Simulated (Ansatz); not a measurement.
Computed with Ansatz, DFT PBE, scalar-relativistic, plane waves, PAW. All cells share a 420 eV cutoff and Γ-centred k meshes spaced at most about 0.3 Å⁻¹ (about 0.25 or finer for metals, 2π included). No spin polarisation.

Temperature and zero-point effects are left out.

Task: Order these relaxed structures of Nb2H3 by energy, lowest first, with the energy over the lowest of them.
1.

```
Nb H
1.0
     3.09114    0.00000    0.00000
    -1.54557    2.67701    0.00000
     0.00000    0.00000    5.32204
Nb H
2 3
Direct
  0.33333 0.66667 0.23535
  0.66667 0.33333 0.76465
  0.00000 0.00000 0.00000
  0.33333 0.66667 0.61100
  0.66667 0.33333 0.38900
```

2.

```
Nb H
1.0
     5.87500    0.00000    0.00000
     0.00000    5.87500    0.00000
     0.00000    0.00000    3.15888
Nb H
4 6
Direct
  0.22668 0.22668 0.00000
  0.77332 0.77332 0.00000
  0.77332 0.22668 0.00000
  0.22668 0.77332 0.00000
  0.33515 0.33515 0.50000
  0.66485 0.66485 0.50000
  0.66485 0.33515 0.50000
  0.33515 0.66485 0.50000
  0.00000 0.50000 0.00000
  0.50000 0.00000 0.00000
```

Result: 1 (0 meV/atom), 2 (542 meV/atom). Forms: cell 1 La2O3 (A sesquioxide) type, P-3m1; cell 2 P4/mmm. Counting H atoms around Nb (those within 1.25 times the shortest such distance or 1.15 times the sum of covalent radii; a plus sign parts nearer from farther groups): cell 1 has Nb 4+3; cell 2 has Nb 2+2. Both come from invented guesses.

With hydrogen, zero-point motion can shift such differences by 10 meV/atom or more. Cells relaxed within their symmetry can be saddle points. Some types were kept out of the candidates beforehand, so the set may lack a known form.
